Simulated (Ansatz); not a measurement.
All-electron LAPW in Ansatz 0.2.0 under PBE, scalar-relativistic, energies extrapolated to zero smearing. Slabs are 1×1 cells cut from bulk crystals relaxed on PAW files, with atoms then relaxed, 16 to 20 Å of vacuum, a dipole correction, k spacings of 0.16 to 0.26 Å⁻¹ and smearing of 0.02 to 0.1 eV, without spin–orbit coupling or spin polarisation. The bulk type named needn't be the stable one, and no reconstruction is allowed.

```tsv
slab	area (Å²)	γ (J/m²)	Φ (eV)	Δd12 (%)
bcc W (100), 4 layers	10.13	3.95	?	-14.9
bcc W (111), 5 layers	17.55	3.50	–	-22.1
bcc W (110), 5 layers	7.17	3.30	4.78	-3.5
bcc W (111), 6 layers	17.55	3.54	4.18	-25.4
bcc W (110), 4 layers	7.17	3.28	4.83	?
bcc W (100), 7 layers	10.13	3.97	4.10	-11.2
bcc W (100), 3 layers	10.13	4.17	4.20	-7.5
```

Fill in "Φ (eV)" for the row "bcc W (100), 4 layers".

4.09.

Fill in "Δd12 (%)" for the row "bcc W (110), 4 layers".

-3.4.
